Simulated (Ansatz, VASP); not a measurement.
# One calculation of FeSi, two programs

```xyz
8
Lattice="4.3690 0.0000 0.0000 0.0000 4.3690 0.0000 0.0000 0.0000 4.3690" Properties=species:S:1:pos:R:3 pbc="T T T"
Fe    0.5977    0.5977    0.5977
Fe    1.5868    3.7712    2.7822
Fe    2.7822    1.5868    3.7712
Fe    3.7712    2.7822    1.5868
Si    3.6735    3.6735    3.6735
Si    2.8800    0.6955    1.4890
Si    1.4890    2.8800    0.6955
Si    0.6955    1.4890    2.8800
```

Alike in both runs: functional LDA; k mesh 8 × 8 × 8; no spin polarisation.

Ansatz relaxed the structure, and its values are those at the end. VASP's run is a single point on that final structure, the one shown.

```csv
,VASP,Ansatz
version,VASP 6.6.1,Ansatz 0.2.0
potentials or method,"VASP PAW LDA potentials, release 64 (Fe, Si)","scalar-relativistic, plane waves, PAW"
plane-wave cutoff (eV),520,420
occupations,"gaussian, width 0.01 eV",fixed
valence electrons in the cell,48,80
```

```csv
,VASP,Ansatz,Ansatz less VASP
gap on the k mesh at the Fermi level (eV),0.13,0.14,+0.007
least direct gap on the mesh (eV),0.16,0.17,+0.007
pressure (GPa),0.9,0.0,-0.85
rms of the force components (eV/Å),0.020,0.000,-0.0202
```

The two sets of potentials don't hold the same shells in valence.

Spin polarisation is off, so any magnetic state and its effect on volume and gap are missing.
